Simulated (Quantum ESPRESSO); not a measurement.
# TaN(001), stepped through the number of layers, part 6 of 7

Wanted: a table for TaN(001) against the number of layers, and what can be fitted to it.

Quantum ESPRESSO 7.5; plane-wave DFT, PBE, GBRV ultrasoft pseudopotentials.

So far. Step 6 (Relaxing the ions, 4 layers): The relaxation lowers the energy by 98 meV an atom. Step 7 (SCF with pw.x, 4 layers): Inside the slab this potential holds the local part of the pseudopotentials, which can be repulsive at the nuclei; only its value in the vacuum has a meaning of its own.

## (8) Relaxation with pw.x, 8 layers

System of this step: TaN(001), 8 layers. The cell holds 16 atoms: 8 Ta and 8 N. Its edges and angles: a = 3.121 Å, b = 3.121 Å, c = 31.467 Å, α = 90.0°, β = 90.0°, γ = 90.0°. It derives from TaN. Vacuum lies along c.

Contents of m5.relax.in:

```
&control
  prefix = 'm5.relax'
  outdir = './out'
  pseudo_dir = './pseudo'
  nstep = 40
  forc_conv_thr = 0.001
  calculation = 'relax'
/
&system
  ibrav = 0
  nat = 16
  ntyp = 2
  ecutwfc = 40
  ecutrho = 200
  occupations = 'smearing'
  smearing = 'mv'
  degauss = 0.02
/
&electrons
  conv_thr = 1e-08
  mixing_beta = 0.4
  electron_maxstep = 120
  mixing_mode = 'local-TF'
/
&ions
/
ATOMIC_SPECIES
  Ta  180.9479  ta_pbe_v1.uspp.F.UPF
  N   14.0070  n_pbe_v1.2.uspp.F.UPF
CELL_PARAMETERS angstrom
  3.12077658300000 0.00000000000000 0.00000000000000
  0.00000000000000 3.12077658300000 0.00000000000000
  0.00000000000000 0.00000000000000 31.46730126238236
ATOMIC_POSITIONS crystal
  Ta  0.000000000000 0.000000000000 0.254210359072
  N   0.500000000000 0.500000000000 0.254210359072
  Ta  0.500000000000 0.500000000000 0.324435970766
  N   0.000000000000 0.000000000000 0.324435970766
  Ta  0.000000000000 0.000000000000 0.394661582459 0 0 0
  N   0.500000000000 0.500000000000 0.394661582459 0 0 0
  Ta  0.500000000000 0.500000000000 0.464887194153 0 0 0
  N   0.000000000000 0.000000000000 0.464887194153 0 0 0
  Ta  0.000000000000 0.000000000000 0.535112805847 0 0 0
  N   0.500000000000 0.500000000000 0.535112805847 0 0 0
  Ta  0.500000000000 0.500000000000 0.605338417541 0 0 0
  N   0.000000000000 0.000000000000 0.605338417541 0 0 0
  Ta  0.000000000000 0.000000000000 0.675564029234
  N   0.500000000000 0.500000000000 0.675564029234
  Ta  0.500000000000 0.500000000000 0.745789640928
  N   0.000000000000 0.000000000000 0.745789640928
K_POINTS automatic
  12 12 1 0 0 0
```

Command:

```console
$ OMP_NUM_THREADS=1 mpirun -n 4 pw.x -nk 4 -in m5.relax.in > m5.relax.out
```

Log:

```text
[banner, memory and clock lines left out]
Program PWSCF v.7.5 starts
[...]
Message from routine setup:
[...]
number of electrons       =       144.00
     number of Kohn-Sham states=           86
     kinetic-energy cutoff     =      40.0000  Ry
     charge density cutoff     =     200.0000  Ry
[...]
number of k points=    28  Marzari-Vanderbilt smearing, width (Ry)=  0.0200
[...]
Dense  grid:    98891 G-vectors     FFT dimensions: (  30,  30, 270)
[...]
negative rho (up, down):  7.260E-01 0.000E+00
     Starting wfcs are  136 randomized atomic wfcs
[...]
negative rho (up, down):  7.249E-01 0.000E+00
[...]
estimated scf accuracy    <       6.25718941 Ry
[...]
negative rho (up, down):  7.326E-01 0.000E+00
[...]
estimated scf accuracy    <       2.13385899 Ry
[...]
negative rho (up, down):  7.474E-01 0.000E+00
[...]
estimated scf accuracy    <       0.17121319 Ry
[...]
negative rho (up, down):  7.529E-01 0.000E+00
[...]
estimated scf accuracy    <       0.14521354 Ry
[...]
negative rho (up, down):  7.648E-01 0.000E+00
[...]
estimated scf accuracy    <       0.11526033 Ry
[...]
negative rho (up, down):  7.648E-01 0.000E+00
[...]
estimated scf accuracy    <       0.04442172 Ry
[...]
negative rho (up, down):  7.621E-01 0.000E+00
[...]
estimated scf accuracy    <       0.01522354 Ry
[...]
negative rho (up, down):  7.625E-01 0.000E+00
[...]
estimated scf accuracy    <       0.03588797 Ry
[...]
negative rho (up, down):  7.595E-01 0.000E+00
[...]
estimated scf accuracy    <       0.00413062 Ry
[...]
negative rho (up, down):  7.613E-01 0.000E+00
[...]
estimated scf accuracy    <       0.00228782 Ry
[...]
negative rho (up, down):  7.636E-01 0.000E+00
[...]
estimated scf accuracy    <       0.00130512 Ry
[...]
negative rho (up, down):  7.627E-01 0.000E+00
[...]
estimated scf accuracy    <       0.00012171 Ry
[...]
negative rho (up, down):  7.624E-01 0.000E+00
[...]
estimated scf accuracy    <       0.00002636 Ry
[...]
negative rho (up, down):  7.622E-01 0.000E+00
[...]
estimated scf accuracy    <       0.00000392 Ry
[...]
negative rho (up, down):  7.623E-01 0.000E+00
[...]
estimated scf accuracy    <       0.00000056 Ry
[...]
negative rho (up, down):  7.622E-01 0.000E+00
[...]
estimated scf accuracy    <       0.00000011 Ry
[...]
negative rho (up, down):  7.622E-01 0.000E+00
[...]
estimated scf accuracy    <       0.00000003 Ry
[...]
negative rho (up, down):  7.622E-01 0.000E+00
[...]
estimated scf accuracy    <       0.00000001 Ry
[...]
negative rho (up, down):  7.622E-01 0.000E+00
[...]
the Fermi energy is    10.4461 ev
!    total energy              =   -1297.01239658 Ry
     estimated scf accuracy    <          8.6E-09 Ry
     smearing contrib. (-TS)   =      -0.00274550 Ry
     internal energy E=F+TS    =   -1297.00965108 Ry
[...]
one-electron contribution =  -14473.85865185 Ry
     hartree contribution      =    7275.08122048 Ry
     xc contribution           =    -381.74656999 Ry
     ewald contribution        =    6283.51435028 Ry
     convergence has been achieved in  19 iterations
     negative rho (up, down):  7.622E-01 0.000E+00
[...]
Total force =     0.146723     Total SCF correction =     0.000044
[...]
negative rho (up, down):  7.680E-01 0.000E+00
[...]
negative rho (up, down):  7.681E-01 0.000E+00
[...]
estimated scf accuracy    <       0.00741037 Ry
[...]
negative rho (up, down):  7.685E-01 0.000E+00
[...]
estimated scf accuracy    <       0.00370755 Ry
[...]
negative rho (up, down):  7.681E-01 0.000E+00
[...]
estimated scf accuracy    <       0.00042699 Ry
[...]
negative rho (up, down):  7.681E-01 0.000E+00
[...]
estimated scf accuracy    <       0.00030367 Ry
[...]
negative rho (up, down):  7.682E-01 0.000E+00
[...]
estimated scf accuracy    <       0.00014299 Ry
[...]
negative rho (up, down):  7.682E-01 0.000E+00
[...]
estimated scf accuracy    <       0.00005741 Ry
[...]
negative rho (up, down):  7.684E-01 0.000E+00
[...]
estimated scf accuracy    <       0.00001882 Ry
[...]
negative rho (up, down):  7.685E-01 0.000E+00
[...]
estimated scf accuracy    <       0.00000935 Ry
[...]
negative rho (up, down):  7.687E-01 0.000E+00
[...]
estimated scf accuracy    <       0.00000195 Ry
[...]
negative rho (up, down):  7.687E-01 0.000E+00
[...]
estimated scf accuracy    <       0.00000038 Ry
[...]
negative rho (up, down):  7.687E-01 0.000E+00
[...]
estimated scf accuracy    <       0.00000009 Ry
[...]
negative rho (up, down):  7.687E-01 0.000E+00
[...]
the Fermi energy is    10.5524 ev
!    total energy              =   -1297.03220547 Ry
     estimated scf accuracy    <          9.1E-09 Ry
     smearing contrib. (-TS)   =      -0.00262242 Ry
     internal energy E=F+TS    =   -1297.02958305 Ry
[...]
one-electron contribution =  -14513.93472662 Ry
     hartree contribution      =    7295.70837089 Ry
     xc contribution           =    -381.80003181 Ry
     ewald contribution        =    6302.99680449 Ry
     convergence has been achieved in  12 iterations
     negative rho (up, down):  7.687E-01 0.000E+00
[...]
Total force =     0.122250     Total SCF correction =     0.000327
[...]
WARNING: bfgs curvature condition failed, Theta= 0.969
[...]
negative rho (up, down):  7.609E-01 0.000E+00
[...]
negative rho (up, down):  7.611E-01 0.000E+00
[...]
estimated scf accuracy    <       0.00637845 Ry
[...]
negative rho (up, down):  7.614E-01 0.000E+00
[...]
estimated scf accuracy    <       0.00275087 Ry
[...]
negative rho (up, down):  7.613E-01 0.000E+00
[...]
estimated scf accuracy    <       0.00076473 Ry
[...]
negative rho (up, down):  7.613E-01 0.000E+00
[...]
estimated scf accuracy    <       0.00015283 Ry
[...]
negative rho (up, down):  7.612E-01 0.000E+00
[...]
estimated scf accuracy    <       0.00006506 Ry
[...]
negative rho (up, down):  7.612E-01 0.000E+00
[...]
estimated scf accuracy    <       0.00002931 Ry
[...]
negative rho (up, down):  7.615E-01 0.000E+00
[...]
estimated scf accuracy    <       0.00001383 Ry
[...]
negative rho (up, down):  7.615E-01 0.000E+00
[...]
estimated scf accuracy    <       0.00000478 Ry
[...]
negative rho (up, down):  7.618E-01 0.000E+00
[...]
estimated scf accuracy    <       0.00000159 Ry
[...]
negative rho (up, down):  7.618E-01 0.000E+00
[...]
estimated scf accuracy    <       0.00000045 Ry
[...]
negative rho (up, down):  7.618E-01 0.000E+00
[...]
estimated scf accuracy    <       0.00000006 Ry
[...]
negative rho (up, down):  7.618E-01 0.000E+00
[...]
estimated scf accuracy    <          6.9E-09 Ry
[...]
negative rho (up, down):  7.618E-01 0.000E+00
[...]
negative rho (up, down):  7.744E-01 0.000E+00
[...]
negative rho (up, down):  7.744E-01 0.000E+00
[...]
estimated scf accuracy    <       0.00072497 Ry
[...]
negative rho (up, down):  7.743E-01 0.000E+00
[...]
estimated scf accuracy    <       0.00027168 Ry
[...]
negative rho (up, down):  7.743E-01 0.000E+00
[...]
estimated scf accuracy    <       0.00000779 Ry
[...]
negative rho (up, down):  7.743E-01 0.000E+00
[...]
estimated scf accuracy    <       0.00000331 Ry
[...]
negative rho (up, down):  7.743E-01 0.000E+00
[...]
estimated scf accuracy    <       0.00000048 Ry
[...]
negative rho (up, down):  7.743E-01 0.000E+00
[...]
estimated scf accuracy    <       0.00000042 Ry
[...]
negative rho (up, down):  7.743E-01 0.000E+00
[...]
estimated scf accuracy    <       0.00000015 Ry
[...]
negative rho (up, down):  7.743E-01 0.000E+00
[...]
estimated scf accuracy    <       0.00000006 Ry
[...]
negative rho (up, down):  7.743E-01 0.000E+00
[...]
estimated scf accuracy    <          4.5E-09 Ry
[...]
negative rho (up, down):  7.743E-01 0.000E+00
[...]
estimated scf accuracy    <          1.3E-09 Ry
[...]
negative rho (up, down):  7.743E-01 0.000E+00
[...]
estimated scf accuracy    <          9.2E-10 Ry
[...]
negative rho (up, down):  7.743E-01 0.000E+00
[...]
estimated scf accuracy    <          3.7E-10 Ry
[...]
negative rho (up, down):  7.743E-01 0.000E+00
[...]
estimated scf accuracy    <          6.9E-10 Ry
[...]
negative rho (up, down):  7.743E-01 0.000E+00
[...]
estimated scf accuracy    <          1.2E-10 Ry
[...]
negative rho (up, down):  7.743E-01 0.000E+00
[...]
```

Run time: 46 min. Hardware: 4 MPI ranks of Arm Neoverse V1, shared host; peak memory 1.4 GiB.

Relaxation path:

| step | energy less that of the first step (eV) | largest force (eV/Å) |
| --- | --- | --- |
| 1 | 0.0000 | 2.0966 |
| 2 | -0.2695 | 1.7260 |
| 3 | -0.4993 | 1.0813 |
| 4 | -0.6708 | 1.0274 |
| 5 | -0.7191 | 0.7425 |
| 6 | -0.7568 | 0.2651 |
| 7 | -0.7652 | 0.0990 |
| 8 | -0.7661 | 0.0898 |
| 9 | -0.7670 | 0.0872 |
| 10 | -0.7683 | 0.0834 |
| 11 | -0.7699 | 0.0681 |
| 12 | -0.7711 | 0.0341 |
| 13 | -0.7713 | 0.0299 |
| 14 | -0.7714 | 0.0212 |

The atoms that moved most (Å):

| atom | dx | dy | dz | length |
| --- | --- | --- | --- | --- |
| N2 | 0.000 | 0.000 | -0.217 | 0.217 |
| N16 | 0.000 | 0.000 | 0.217 | 0.217 |
| Ta15 | 0.000 | 0.000 | -0.142 | 0.142 |
| Ta1 | 0.000 | 0.000 | 0.142 | 0.142 |
| Ta13 | 0.000 | 0.000 | 0.090 | 0.090 |
| Ta3 | 0.000 | 0.000 | -0.090 | 0.090 |
| N14 | 0.000 | 0.000 | -0.024 | 0.024 |
| N4 | 0.000 | 0.000 | 0.024 | 0.024 |

The relaxation lowers the energy by 48 meV an atom. On the free atoms the largest force ends at 0.021 eV/Å.

Read from the output:

- free energy: -17647.5240 eV
- Fermi energy: 10.64 eV

## (9) Ground state, 8 layers

Contents of m5.esm.in:

```
&control
  prefix = 'm5.esm'
  outdir = './out'
  pseudo_dir = './pseudo'
  calculation = 'scf'
  tprnfor = .true.
/
&system
  ibrav = 0
  nat = 16
  ntyp = 2
  ecutwfc = 40
  ecutrho = 200
  occupations = 'smearing'
  smearing = 'mv'
  degauss = 0.02
  assume_isolated = 'esm'
  esm_bc = 'bc1'
/
&electrons
  conv_thr = 1e-08
  mixing_beta = 0.25
  electron_maxstep = 160
  mixing_mode = 'local-TF'
  mixing_ndim = 12
/
ATOMIC_SPECIES
  Ta  180.9479  ta_pbe_v1.uspp.F.UPF
  N   14.0070  n_pbe_v1.2.uspp.F.UPF
CELL_PARAMETERS angstrom
  3.12077658300000 0.00000000000000 0.00000000000000
  0.00000000000000 3.12077658300000 0.00000000000000
  0.00000000000000 0.00000000000000 31.46730126238236
ATOMIC_POSITIONS crystal
  Ta  0.000000000000 0.000000000000 -0.241280063200
  N   0.500000000000 0.500000000000 -0.252685425400
  Ta  0.500000000000 0.500000000000 -0.178410224800
  N   0.000000000000 0.000000000000 -0.174805111600
  Ta  0.000000000000 0.000000000000 -0.105338417500
  N   0.500000000000 0.500000000000 -0.105338417500
  Ta  0.500000000000 0.500000000000 -0.035112805800
  N   0.000000000000 0.000000000000 -0.035112805800
  Ta  0.000000000000 0.000000000000 0.035112805800
  N   0.500000000000 0.500000000000 0.035112805800
  Ta  0.500000000000 0.500000000000 0.105338417500
  N   0.000000000000 0.000000000000 0.105338417500
  Ta  0.000000000000 0.000000000000 0.178410224800
  N   0.500000000000 0.500000000000 0.174805111600
  Ta  0.500000000000 0.500000000000 0.241280063200
  N   0.000000000000 0.000000000000 0.252685425400
K_POINTS automatic
  12 12 1 0 0 0
```

Command:

```console
$ OMP_NUM_THREADS=1 mpirun -n 4 pw.x -nk 4 -in m5.esm.in > m5.esm.out
```

Log:

```text
[banner, memory and clock lines left out]
Program PWSCF v.7.5 starts
[...]
Message from routine setup:
[...]
number of electrons       =       144.00
     number of Kohn-Sham states=           86
     kinetic-energy cutoff     =      40.0000  Ry
     charge density cutoff     =     200.0000  Ry
[...]
number of k points=    28  Marzari-Vanderbilt smearing, width (Ry)=  0.0200
[...]
Dense  grid:    98891 G-vectors     FFT dimensions: (  30,  30, 270)
[...]
negative rho (up, down):  7.386E-01 0.000E+00
     Starting wfcs are  136 randomized atomic wfcs
[...]
negative rho (up, down):  7.396E-01 0.000E+00
[...]
estimated scf accuracy    <       4.21285845 Ry
[...]
negative rho (up, down):  7.485E-01 0.000E+00
[...]
estimated scf accuracy    <       2.72951588 Ry
[...]
negative rho (up, down):  7.500E-01 0.000E+00
[...]
estimated scf accuracy    <       1.15505183 Ry
[...]
negative rho (up, down):  7.570E-01 0.000E+00
[...]
estimated scf accuracy    <       1.66463148 Ry
[...]
negative rho (up, down):  7.631E-01 0.000E+00
[...]
estimated scf accuracy    <       3.36945389 Ry
[...]
negative rho (up, down):  7.643E-01 0.000E+00
[...]
estimated scf accuracy    <       1.37172813 Ry
[...]
negative rho (up, down):  7.661E-01 0.000E+00
[...]
estimated scf accuracy    <       0.42443600 Ry
[...]
negative rho (up, down):  7.670E-01 0.000E+00
[...]
estimated scf accuracy    <       0.23057191 Ry
[...]
negative rho (up, down):  7.718E-01 0.000E+00
[...]
estimated scf accuracy    <       0.17382873 Ry
[...]
negative rho (up, down):  7.806E-01 0.000E+00
[...]
estimated scf accuracy    <       0.10232043 Ry
[...]
negative rho (up, down):  7.745E-01 0.000E+00
[...]
estimated scf accuracy    <       0.13401682 Ry
[...]
negative rho (up, down):  7.683E-01 0.000E+00
[...]
estimated scf accuracy    <       0.09917534 Ry
[...]
negative rho (up, down):  7.733E-01 0.000E+00
[...]
estimated scf accuracy    <       0.00000034 Ry
[...]
negative rho (up, down):  7.733E-01 0.000E+00
[...]
estimated scf accuracy    <       0.00000040 Ry
[...]
negative rho (up, down):  7.733E-01 0.000E+00
[...]
estimated scf accuracy    <       0.00000009 Ry
[...]
negative rho (up, down):  7.733E-01 0.000E+00
[...]
estimated scf accuracy    <       0.00000002 Ry
[...]
negative rho (up, down):  7.733E-01 0.000E+00
[...]
estimated scf accuracy    <       0.00000002 Ry
[...]
negative rho (up, down):  7.733E-01 0.000E+00
[...]
estimated scf accuracy    <       0.00000003 Ry
[...]
negative rho (up, down):  7.733E-01 0.000E+00
[...]
estimated scf accuracy    <       0.00000002 Ry
[...]
negative rho (up, down):  7.733E-01 0.000E+00
[...]
estimated scf accuracy    <       0.00000002 Ry
[...]
negative rho (up, down):  7.733E-01 0.000E+00
[...]
estimated scf accuracy    <       0.00000002 Ry
[...]
negative rho (up, down):  7.733E-01 0.000E+00
[...]
the Fermi energy is    -3.0371 ev
!    total energy              =   -1297.06909622 Ry
     estimated scf accuracy    <          6.9E-09 Ry
     smearing contrib. (-TS)   =       0.00000691 Ry
     internal energy E=F+TS    =   -1297.06910313 Ry
[...]
one-electron contribution =   83001.54753178 Ry
     hartree contribution      =  -41533.60648768 Ry
     xc contribution           =    -381.82572308 Ry
     ewald contribution        =  -42383.18442415 Ry
     convergence has been achieved in  52 iterations
     negative rho (up, down):  7.733E-01 0.000E+00
[...]
Total force =     0.080447     Total SCF correction =     0.000261
[...]
```

The job ended after 15 min (4 MPI ranks; peak memory 1.5 GiB).

This step gave:

* free energy: -17647.5241 eV
* Fermi energy: -3.037 eV
* vacuum line at the lower end of the cell, over the Fermi level: 3.037 eV
* vacuum line at the upper end of the cell, over the Fermi level: 3.037 eV

Inside the slab this potential holds the local part of the pseudopotentials, which can be repulsive at the nuclei; only its value in the vacuum has a meaning of its own.

(Part 6 of 7 ends here.)

[Logs are printed without paths, hosts, clocks, repeated set-up lines and the standing remarks that a program may print on its own settings, such as how far it seeks lower states.]

[Hosts, paths, dates, database ids (printed as entryN), source tags and the programs' standing remarks are cut or masked in the printed files.]

[Maps of the electrostatic potential energy from Ansatz leave out the sawtooth potential of an applied field or a dipole correction, so their vacuum need not be flat; planar profiles and work functions include it.]
